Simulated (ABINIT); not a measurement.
Crystal: P.

```xyz
4
Lattice="1.6477 -5.4650 0.0000 1.6477 5.4650 0.0000 0.0000 0.0000 4.5436" Properties=species:S:1:pos:R:3 pbc="T T T"
P     1.6477   -4.4173    2.6754
P     1.6477    4.4173    1.8683
P     1.6477   -1.0477    0.4035
P     1.6477    1.0477    4.1401
```

| Quantity | Value |
| --- | --- |
| Program | ABINIT 10.8.3 (patched build) |
| Task | relaxation of cell and atoms |
| Functional | PBE |
| Potentials or basis | PseudoDojo NC SR PBE v0.5 stringent |
| Cutoff | 490 eV |
| k mesh | 6 × 6 × 4 |
| Occupations | fermi-dirac, width 0.05 eV |
| Spin | no spin polarisation |

At the start: pressure 2.1 GPa; volume 20.46 Å³/atom.

How do energy, volume and symmetry change on relaxing?

Over 21 steps the energy falls by 5.4 meV/atom and the volume is 21.19 Å³/atom (+3.6 %); space group Cmce (No. 64, to 0.05 Å).

Step by step:
```
step  energy change (eV)  largest force (eV/Å)  pressure (GPa)  volume (Å³)
   1              0.0000                0.3591            2.14        81.83
   2             -0.0121                0.2420            1.00        82.37
   3             -0.0183                0.0172            0.16        82.89
   4             -0.0186                0.0087            0.10        82.98
   5             -0.0193                0.0264           -0.05        83.31
   6             -0.0199                0.0234           -0.12        83.56
   7             -0.0209                0.0610            0.02        83.84
   8             -0.0191                0.1131           -0.52        84.21
   9             -0.0211                0.0400            0.05        83.80
  10             -0.0211                0.0312            0.06        83.79
  11             -0.0212                0.0070            0.09        83.79
  12             -0.0212                0.0036            0.08        83.82
  13             -0.0213                0.0075            0.02        83.93
  14             -0.0213                0.0103           -0.01        83.99
  15             -0.0214                0.0140           -0.05        84.26
  16             -0.0215                0.0131           -0.07        84.59
  17             -0.0215                0.0077           -0.01        84.85
  18             -0.0215                0.0023            0.00        84.79
  19             -0.0215                0.0012            0.00        84.77
  20             -0.0215                0.0003            0.00        84.75
  21             -0.0215                0.0001            0.00        84.74
```

Final structure:
```
P
1.0
     1.66065   -5.61700    0.00000
     1.66065    5.61700    0.00000
     0.00000    0.00000    4.54233
P
4
Direct
  0.90548 0.09452 0.58562
  0.09452 0.90548 0.41438
  0.59452 0.40548 0.08562
  0.40548 0.59452 0.91438
```
